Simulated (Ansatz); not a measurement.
How MnO answers to pressure

```
Mn O
1.0
     0.00000    2.40015    2.40015
     2.40015    0.00000    2.40015
     2.40015    2.40015    0.00000
Mn O
1 1
Direct
  0.00000 0.00000 0.00000
  0.25000 0.25000 0.25000
```

Conventional cell: a = 4.800 Å, b = 4.800 Å, c = 4.800 Å, α = 90.00°, β = 90.00°, γ = 90.00°. Around Mn (atom 1) lie 4 O at 2.08 Å. Around O (atom 2) lie 4 Mn at 2.08 Å.

The structure comes from a relaxation in the same program, started in the zincblende type, and has space group F-43m. Whether it is a known phase or the ground state wasn't checked.

Semilocal functionals without U often leave such compounds metallic or with too small a gap, and the real magnetic order may differ.

Other magnetic orders may lie lower; this is the state that the run reached.

The calculation used Ansatz 0.2.0, DFT, PBE, all-electron LAPW, scalar-relativistic.

Settings: a Γ-centred 14×14×14 k mesh, Fermi–Dirac smearing of 0.05 eV, basis error target 0.5 meV/atom, spin-polarised from start moments Mn1 4 μB.

The cell is scaled evenly with fractional coordinates held.

| V/V(cell) | P (GPa) | cell moment (μB) |
| --- | --- | --- |
| 0.9500 | 5.75 | 4.937 |
| 0.9750 | 2.95 | 4.985 |
| 1.0000 | 0.02 | 4.997 |
| 1.0250 | -2.68 | 4.999 |

From the rows at 0.9750 and 1.0250, what is the bulk modulus at the cell's volume?

B = −ΔP/Δln V = −[(-2.68) − (2.95)]/0.05001 = 112.6 GPa.

How does the moment scale with volume?

dln M/dln V = ln(4.999/4.985)/0.05001 = 0.06: the moment hardly moves, as with a saturated or integer moment.

Predict the row at V/V(cell) = 1.0500. How far is a linear estimate of P off?

P = -5.06 GPa, moment 4.999 μB. The linear estimate P(cell) − B ln(V/V(cell)) = -5.47 GPa misses by 0.41 GPa, since the modulus falls on expansion.
